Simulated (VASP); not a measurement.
**KI: relaxation of cell and atoms with PBEsol**

Crystal: KI.

```
K I
1.0
     0.00000    3.50812    3.50812
     3.50812    0.00000    3.50812
     3.50812    3.50812    0.00000
K I
1 1
Direct
  0.00000 0.00000 0.00000
  0.50000 0.50000 0.50000
```

```json
{
 "Program": "VASP 6.6.1",
 "Task": "relaxation of cell and atoms",
 "Functional": "PBEsol",
 "Potentials or basis": "VASP PAW PBE potentials, release 64 (K_sv, I)",
 "Cutoff": "600 eV",
 "k mesh": "8 × 8 × 8",
 "Occupations": "gaussian, width 0.03 eV",
 "Spin": "no spin polarisation",
 "Further INCAR settings": "ALGO = Normal; EDIFF = 1e-07; IBRION = 2; EDIFFG = -0.005; NSW = 90; ISIF = 3"
}
```

```
Pressure after relaxing : 0.0 GPa
Band gap on the k mesh  : 3.86 eV, direct
```

Final structure:
```cif
data_structure
_symmetry_space_group_name_H-M 'P 1'
_symmetry_Int_Tables_number 1
_cell_length_a 4.9612
_cell_length_b 4.9612
_cell_length_c 4.9612
_cell_angle_alpha 60.000
_cell_angle_beta 60.000
_cell_angle_gamma 60.000
_cell_volume 86.35
loop_
_atom_site_label
_atom_site_type_symbol
_atom_site_fract_x
_atom_site_fract_y
_atom_site_fract_z
_atom_site_occupancy
K1 K 0.00000 0.00000 0.00000 1
I1 I 0.50000 0.50000 0.50000 1
```

Levels at points of the mesh, in eV from the valence-band top:
```csv
k point,band 5,band 6,band 7,band 8,band 9,band 10,band 11,band 12
"(0.00, 0.00, 0.00)",-10.57,0.00,0.00,0.00,3.86,6.42,6.42,6.42
"(0.50, 0.00, 0.00)",-10.25,-1.40,-0.36,-0.36,5.40,7.67,8.11,8.11
"(0.50, 0.50, 0.00)",-10.42,-1.05,-0.39,-0.39,4.79,5.72,8.09,8.75
```

It took 25 s on 1 thread of AMD EPYC 9R45 96-Core Processor (Zen 5) (shared host), peak memory 0.22 GiB.

Caveat: the relaxation stopped at its first step, so nothing moved; the PAW data sets were made with another functional, which shifts forces and pressure a little; spin-orbit coupling is left out, which moves the levels of the heavy elements. A k mesh can miss the band edges.
